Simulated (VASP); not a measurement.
# C (Cmmm) in VASP: single point with PBE

Aim: the single point of C with PBE.

Everything below comes from runs of VASP 6.6.1. Logs are shortened: lines on timing, memory, paths and dates and some standing lists are left out, and cuts for length are marked.

### 1 The structure

Symmetry: Cmmm, No. 65, orthorhombic system. Conventional cell: a = 2.698 Å, b = 7.818 Å, c = 2.510 Å, α = 90.00°, β = 90.00°, γ = 90.00°. C (site symmetry m2m) has 3 C at 1.35 to 1.49 Å as nearest neighbours. C (site symmetry m2m) has 4 C at 1.49 to 1.65 Å as nearest neighbours.

The cell was built by a generator and needn't be a form met in nature.

### 2 Single point, PBE

INCAR reads:

```
PREC = Accurate
ENCUT = 520
EDIFF = 1E-7
ISMEAR = 0
SIGMA = 0.1
LREAL = False
LASPH = True
NELM = 100
ALGO = Fast
ISIF = 2
LWAVE = False
LCHARG = False
GGA = PE
NBANDS = 16
```

KPOINTS reads:

```
Automatic mesh
0
Gamma
  18 18 18
```

POSCAR reads:

```
C
1.0
    1.3489682034     -3.9089689869      0.0000000000
    1.3489682034      3.9089689869      0.0000000000
    0.0000000000      0.0000000000      2.5098124683
C
4
Direct
    0.0860512822      0.9139487178      0.5000000000
    0.9139487178      0.0860512822      0.5000000000
    0.1892321549      0.8107678451      0.0000000000
    0.8107678451      0.1892321549      0.0000000000
```

Potentials or basis: VASP PAW PBE potentials, release 64 (C).

Launch:

```
> cat potpaw_PBE.64/C/POTCAR > POTCAR
> mpirun -np 1 vasp_std > vasp.out
```

OUTCAR:

```text
PREC = Accurate
   ENCUT = 520
   EDIFF = 1E-7
   ISMEAR = 0
   LREAL = False
   LASPH = True
   NELM = 100
   ISIF = 2
   GGA = PE

 ion  position               nearest neighbor table
   1  0.086  0.914  0.500-   2 1.35   3 1.49   3 1.49
   2  0.914  0.086  0.500-   1 1.35   4 1.49   4 1.49
   3  0.189  0.811  0.000-   1 1.49   1 1.49   4 1.65   4 1.65
   4  0.811  0.189  0.000-   2 1.49   2 1.49   3 1.65   3 1.65

  LATTYP: Found a base centered orthorhombic cell.
 ALAT       =     2.6979364068
 B/A-ratio  =     2.8977473131
 C/A-ratio  =     0.9302711739

  Lattice vectors:

 A1 = (   1.3489682034,  -3.9089689869,   0.0000000000)
 A2 = (   1.3489682034,   3.9089689869,   0.0000000000)
 A3 = (   0.0000000000,   0.0000000000,   2.5098124683)

Analysis of symmetry for initial positions (statically):
=====================================================================
 Subroutine PRICEL returns:
 Original cell was already a primitive cell.

 Routine SETGRP: Setting up the symmetry group for a
 base centered orthorhombic supercell.

 Subroutine GETGRP returns: Found  8 space group operations
 (whereof  8 operations were pure point group operations)
 out of a pool of  8 trial point group operations.

The static configuration has the point symmetry D_2h.

Analysis of symmetry for dynamics (positions and initial velocities):
=====================================================================
 Subroutine PRICEL returns:
 Original cell was already a primitive cell.

 Routine SETGRP: Setting up the symmetry group for a
 base centered orthorhombic supercell.

 Subroutine GETGRP returns: Found  8 space group operations
 (whereof  8 operations were pure point group operations)
 out of a pool of  8 trial point group operations.

The dynamic configuration has the point symmetry D_2h.

 Subroutine INISYM returns: Found  8 space group operations
 (whereof  8 operations are pure point group operations),
 and found     1 'primitive' translations

----------------------------------------------------------------------------------------

                                     Primitive cell

  volume of cell :      26.4689

  direct lattice vectors                    reciprocal lattice vectors
     1.348968203 -3.908968987  0.000000000     0.370653659 -0.127910966  0.000000000
     1.348968203  3.908968987  0.000000000     0.370653659  0.127910966  0.000000000
     0.000000000  0.000000000  2.509812468     0.000000000  0.000000000  0.398436143

  length of vectors
     4.135184851  4.135184851  2.509812468     0.392103749  0.392103749  0.398436143

  position of ions in fractional coordinates (direct lattice)
     0.086051282  0.913948718  0.500000000
     0.913948718  0.086051282  0.500000000
     0.189232155  0.810767845  0.000000000
     0.810767845  0.189232155  0.000000000

  ion indices of the primitive-cell ions
   primitive index   ion index
                 1           1
                 2           2
                 3           3
                 4           4

----------------------------------------------------------------------------------------

 KPOINTS: Automatic mesh

Automatic generation of k-mesh.
 Grid dimensions read from file:
 generate k-points for:   18   18   18

 Generating k-lattice:

  Cartesian coordinates                     Fractional coordinates (reciprocal lattice)
     0.020591870 -0.007106165  0.000000000     0.055555556  0.000000000  0.000000000
     0.020591870  0.007106165  0.000000000     0.000000000  0.055555556  0.000000000
     0.000000000  0.000000000  0.022135341     0.000000000  0.000000000  0.055555556

  Length of vectors
     0.021783542  0.021783542  0.022135341

  Shift w.r.t. Gamma in fractional coordinates (k-lattice)
     0.000000000  0.000000000  0.000000000

 Subroutine IBZKPT returns following result:
 ===========================================

 Found    910 irreducible k-points:

 Following reciprocal coordinates:
            Coordinates               Weight
  0.000000  0.000000  0.000000      1.000000
  0.055556  0.000000  0.000000      4.000000
  0.111111  0.000000  0.000000      4.000000
  0.166667 -0.000000  0.000000      4.000000
  0.222222  0.000000  0.000000      4.000000
  0.277778  0.000000  0.000000      4.000000
[... 16 lines left out ...]
 -0.277778  0.055556  0.000000      4.000000
 -0.222222  0.055556  0.000000      4.000000
 [... further k-points ...]
   k-points           NKPTS =    910   k-points in BZ     NKDIM =    910   number of bands    NBANDS=     16
   number of dos      NEDOS =    301   number of ions     NIONS =      4
   total plane-waves  NPLWV =  20480
   dimension x,y,z NGX =    32 NGY =   32 NGZ =   20
   dimension x,y,z NGXF=    64 NGYF=   64 NGZF=   40
   ions per type =               4
   NGX,Y,Z   is equivalent  to a cutoff of  12.86, 12.86, 13.25 a.u.
   NGXF,Y,Z  is equivalent  to a cutoff of  25.73, 25.73, 26.50 a.u.
 SYSTEM =  unknown system
   PREC   = accura    normal or accurate (medium, high low for compatibility)
   ISTART =      0    job   : 0-new  1-cont  2-samecut
   ICHARG =      2    charge: 1-file 2-atom 10-const
   ISPIN  =      1    spin polarized calculation?
   LNONCOLLINEAR =      F non collinear calculations
   LSORBIT =      F    spin-orbit coupling
   LASPH  =      T    aspherical Exc in radial PAW
   ENCUT  =  520.0 eV  38.22 Ry    6.18 a.u.   7.69  7.69  4.67*2*pi/ulx,y,z
   NELM   =    100;   NELMIN=  2; NELMDL= -5     # of ELM steps
   EDIFF  = 0.1E-06   stopping-criterion for ELM
   LREAL  =      F    real-space projection
   EDIFFG = 0.1E-05   stopping-criterion for IOM
   NSW    =      0    number of steps for IOM
   IBRION =     -1    ionic relax: 0-MD 1-quasi-New 2-CG
   NFREE  =      0    steps in history (QN), initial steepest desc. (CG)
   ISIF   =      2    stress and relaxation
   ISYM   =      2    0-nonsym 1-usesym 2-fastsym
   POTIM  = 0.5000    time-step for ionic-motion
   TEBEG  =    0.0;   TEEND  =   0.0 temperature during run
   PSTRESS=    0.0 pullay stress
   NELECT =      16.0000    total number of electrons
   NUPDOWN=      -1.0000    fix difference up-down
   EMIN   =  10.00;   EMAX   =-10.00  energy-range for DOS
   EFERMI =   0.00;   METHOD = LEGACY
   ISMEAR =     0;   SIGMA  =   0.10  broadening in eV -4-tet -1-fermi 0-gaus
   EFERMI_NEDOS =   21; number of points for ismear=-14 and -15
   IALGO  =     68    algorithm
   IMIX   =      4    mixing-type and parameters
     AMIX     =   0.40;   BMIX     =  1.00
     AMIX_MAG =   1.60;   BMIX_MAG =  1.00
  volume/ion in A,a.u.               =       6.62        44.66
  Fermi-wavevector in a.u.,A,eV,Ry     =   1.384214  2.615784 26.069403  1.916047
  Thomas-Fermi vector in A             =   2.508739
   LORBIT       =      0    0 simple, 1 ext, 2 COOP (PROOUT), +10 PAW based schemes
   GGA     = PE    functional components
   LHFCALC =     F    Hartree Fock is set to
   AEXX    =    0.0000 exact exchange contribution
   IVDW    =     0    specifies the selected vdW correction
   LEPSILON=     F    determine dielectric tensor
   LRPA    =     F    only Hartree local field effects (RPA)
 non-spin polarized calculation
 RMM-DIIS sequential band-by-band and
 Gauss-broadening in eV      SIGMA  =   0.10
  energy-cutoff  :      520.00
  volume of cell :       26.47
 maximum number of plane-waves:       737
   NGX = 15   NGY = 15   NGZ =  9

 number of electron      16.0000002 magnetization

 Free energy of the ion-electron system (eV)
  ---------------------------------------------------
  ext. energy  EPLUGINS =         0.00000000
  ---------------------------------------------------
  free energy    TOTEN  =       -35.17198132 eV

  energy without entropy =      -35.17025668  energy(sigma->0) =      -35.17111900

 E-fermi :   8.6784     XC(G=0): -12.2725

 val. band max:        8.6710770996   @ k =   0.3333   0.0556   0.4444
 cond. band min:       8.6956368713   @ k =  -0.3889   0.3889   0.2222
 fundamental gap:      0.0245597717
 Fermi energy:         8.6783664808

 k-point     1 :       0.0000    0.0000    0.0000
  band No.  band energies     occupation
      1     -12.6799      2.00000
      2      -5.8807      2.00000
      3      -5.3108      2.00000
      4       1.5612      2.00000
      5       2.7087      2.00000
      6       5.6310      2.00000
[... 8 lines left out ...]
     15      18.6110      0.00000
     16      24.1053      0.00000

 k-point     2 :       0.0556    0.0000    0.0000
  band No.  band energies     occupation
      1     -12.6312      2.00000
      2      -6.0332      2.00000
      3      -5.1119      2.00000
      4       1.5917      2.00000
      5       2.4464      2.00000
      6       5.2866      2.00000
[... 8 lines left out ...]
     15      18.6665      0.00000
     16      24.1301      0.00000

 k-point     3 :       0.1111    0.0000    0.0000
  band No.  band energies     occupation
      1     -12.4859      2.00000
      2      -6.2778      2.00000
      3      -4.7390      2.00000
      4       1.6820      2.00000
      5       1.7733      2.00000
      6       4.6345      2.00000
[... 8 lines left out ...]
     15      18.8063      0.00000
     16      24.2120      0.00000

 k-point     4 :       0.1667   -0.0000    0.0000
  band No.  band energies     occupation
      1     -12.2470      2.00000
      2      -6.5053      2.00000
      3      -4.3369      2.00000
      4       0.9084      2.00000
      5       1.8273      2.00000
      6       3.9016      2.00000
[... 8 lines left out ...]
     15      19.4059      0.00000
     16      23.9537      0.00000
[... 324 lines left out ...]
 k-point    22 :      -0.3333    0.0556    0.0000
  band No.  band energies     occupation
      1     -11.3907      2.00000
      2      -7.4459      2.00000
      3      -3.2414      2.00000
      4      -0.7639      2.00000
      5       2.3594      2.00000
      6       3.0145      2.00000
[... 8 lines left out ...]
     15      21.7498      0.00000
     16      22.5005      0.00000

 k-point    23 :      -0.2778    0.0556    0.0000
  band No.  band energies     occupation
      1     -11.8136      2.00000
      2      -7.2882      2.00000
      3      -3.3419      2.00000
      4      -0.0959      2.00000
      5       2.1201      2.00000
      6       3.5122      2.00000
[... 8 lines left out ...]
     15      20.7158      0.00000
     16      23.0862      0.00000

 k-point    24 :      -0.2222    0.0556    0.0000
  band No.  band energies     occupation
      1     -12.1607      2.00000
      2      -7.1169      2.00000
      3      -3.6468      2.00000
      4       0.7712      2.00000
      5       1.9108      2.00000
      6       4.1389      2.00000
[... 8 lines left out ...]
     15      19.5698      0.00000
     16      23.6866      0.00000

 [... further k-points ...]

------------------------ aborting loop because EDIFF is reached ----------------------------------------

  FORCE on cell =-STRESS in cart. coord.  units (eV):
  Direction    XX          YY          ZZ          XY          YZ          ZX
  --------------------------------------------------------------------------------------
  -------------------------------------------------------------------------------------
  Total        0.0065499      0.1185947      0.1191995      0.0000000      0.0000000      0.0000000
  in kB        0.3964713      7.1786145      7.2152269      0.0000000      0.0000000      0.0000000
  external PRESSURE =       4.9301042 kB  Pullay stress =       0.0000000 kB

 VOLUME and BASIS-vectors are now :
 -----------------------------------------------------------------------------
  energy-cutoff  :      520.00
  volume of cell :       26.47
      direct lattice vectors                 reciprocal lattice vectors
     1.348968203 -3.908968987  0.000000000     0.370653659 -0.127910966  0.000000000
     1.348968203  3.908968987  0.000000000     0.370653659  0.127910966  0.000000000
     0.000000000  0.000000000  2.509812468     0.000000000  0.000000000  0.398436143

 POSITION                                       TOTAL-FORCE (eV/Angst)
 -----------------------------------------------------------------------------------
      1.34897      3.23623      1.25491         0.000000     -0.016666      0.000000
      1.34897     -3.23623      1.25491         0.000000      0.016666     -0.000000
      1.34897      2.42956      0.00000         0.000000     -0.027425     -0.000000
      1.34897     -2.42956      0.00000         0.000000      0.027425     -0.000000
 -----------------------------------------------------------------------------------
    total drift:                               -0.000000      0.000000      0.000000

  FREE ENERGIE OF THE ION-ELECTRON SYSTEM (eV)
  ---------------------------------------------------
  free  energy   TOTEN  =       -35.1719813189 eV

  energy  without entropy=      -35.1702566820  energy(sigma->0) =      -35.17111900
```

It took 2.4 min on 1 thread of Intel Xeon 6975P-C (Granite Rapids), shared host; peak memory 0.37 GiB.

What came out:

| Quantity | Value |
| --- | --- |
| Free energy | -35.1720 eV |
| Pressure | 0.5 GPa |
| Largest force | 0.027 eV/Å |
| Band gap on the k mesh | none (metal or under the smearing width) |

Forces on the atoms (eV/Å):
```
C    0.000 -0.017  0.000
C    0.000  0.017  0.000
C    0.000 -0.027  0.000
C    0.000  0.027  0.000
```

Levels at points of the mesh, in eV from the Fermi level:
| k point | band 4 | band 5 | band 6 | band 7 | band 8 | band 9 | band 10 | band 11 | band 12 | band 13 |
| --- | --- | --- | --- | --- | --- | --- | --- | --- | --- | --- |
| (0.00, 0.00, 0.00) | -7.12 | -5.97 | -3.05 | -2.61 | -2.52 | 2.27 | 4.63 | 5.84 | 7.19 | 8.57 |
| (0.50, 0.00, 0.00) | -10.23 | -6.25 | -5.71 | -4.05 | -3.82 | 1.93 | 6.80 | 7.32 | 7.70 | 10.70 |
| (0.50, 0.50, 0.00) | -6.87 | -5.77 | -5.64 | -5.19 | 1.21 | 1.32 | 2.30 | 5.64 | 7.04 | 10.44 |
| (0.00, 0.00, 0.50) | -10.59 | -10.44 | -8.02 | -4.04 | -0.88 | 3.66 | 5.47 | 6.05 | 8.55 | 10.43 |
| (0.50, 0.00, 0.50) | -11.95 | -8.75 | -8.58 | -6.90 | -5.51 | 0.05 | 5.15 | 6.07 | 7.71 | 12.32 |
| (0.50, 0.50, 0.50) | -13.72 | -6.96 | -4.42 | -4.15 | -1.33 | 4.91 | 5.07 | 6.81 | 7.01 | 7.42 |
